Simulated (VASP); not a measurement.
# Sn: relaxation with set parts of the cell free, by free to move

Sn, P1 (no. 1), 4 atoms in the cell. PBE with D3(BJ), constrained relaxation; PAW potentials Sn_d (PBE set).

| Free to move | Volume (Å³/atom) | Pressure in a fresh run at the final cell (GPa) | Pressure printed at the end of the relaxation (GPa) | Ionic steps, all stages | Electronic steps, all stages | Time (s) |
|---|---|---|---|---|---|---|
| atoms | 28.098 | -2.07 | -2.07 | 15 | 87 | 86 |
| atoms, shape and volume | 26.986 | -0.01 | 0.01 | 17 | 111 | 100 |
| atoms and shape at fixed volume | 28.098 | -2.07 | -2.07 | 23 | 147 | 125 |
| atoms and volume | 26.990 | 0.00 | 0.02 | 35 | 186 | 162 |
| atoms and the z components of the lattice | 28.118 | -2.11 | -2.10 | 24 | 136 | 153 |
| atoms and the x and y components of the lattice | 26.723 | 0.32 | 0.32 | 50 | 299 | 314 |
| atoms and the y and z components of the lattice | 26.870 | -0.02 | 0.00 | 27 | 186 | 161 |

Limits: the start was distorted on purpose (random strain, atoms moved at random), so the space group given is the start's and not the crystal's.

## Input of the first row

INCAR.step1:
```
SYSTEM = Sn
  PREC = Accurate
  ENCUT = 350
  EDIFF = 1E-6
  ISMEAR = 1
  SIGMA = 0.1
  LREAL = .False.
  LASPH = .True.
  NELM = 100
  ALGO = Normal
  LWAVE = .False.
  LCHARG = .False.
  GGA = PE
  IVDW = 12
  IBRION = 2
  NSW = 60
  ISIF = 2
  EDIFFG = -0.01
  POTIM = 0.5
  ISYM = 0
  KPAR = 8
```

INCAR.step3, as INCAR.step1 but for:
```
- IBRION = 2
- NSW = 60
- EDIFFG = -0.01
- POTIM = 0.5
+ NSW = 0
```

KPOINTS:
```
k-points
0
Gamma
  4 4 8
```

POSCAR.step1:
```
Sn
1.0
    5.9006020000     -0.0141580000     -0.0060720000
   -0.0141580000      5.9335180000      0.0302100000
   -0.0033030000      0.0164330000      3.2102650000
Sn
4
Direct
    0.0050720000      0.0018650000     -0.0013230000
   -0.0078790000      0.5025230000      0.2503520000
    0.4981400000      0.4999760000      0.4991700000
    0.5046680000     -0.0043650000      0.7518010000
```

POSCAR.step3:
```
Sn
1.0
    5.9006020000     -0.0141580000     -0.0060720000
   -0.0141580000      5.9335180000      0.0302100000
   -0.0033030000      0.0164330000      3.2102650000
Sn
4
Direct
    0.0030526191      0.0023148567      0.0023417681
    0.9968145075      0.5003992934      0.2473273646
    0.4971436110      0.4992560726      0.5025738303
    0.5029902624      0.9980287772      0.7477570370
```

Commands (each step's output is kept before the next begins):
```
cat potpaw_PBE.64/Sn_d/POTCAR > POTCAR
cp INCAR.step1 INCAR
cp POSCAR.step1 POSCAR
mpirun -np 8 vasp_std > vasp.out
cp CONTCAR POSCAR
mpirun -np 8 vasp_std > vasp.out
cp CONTCAR POSCAR
cp INCAR.step3 INCAR
cp POSCAR.step3 POSCAR
mpirun -np 8 vasp_std > vasp.out
```

Changes of the last row against the first:
```
- ISIF = 2
+ ISIF = 3
+ LATTICE_CONSTRAINTS = .FALSE. .TRUE. .TRUE.
```

VASP 6.6.1 took 86 s on 8 cores (AMD EPYC 9R45 (Zen 5)), a shared host.
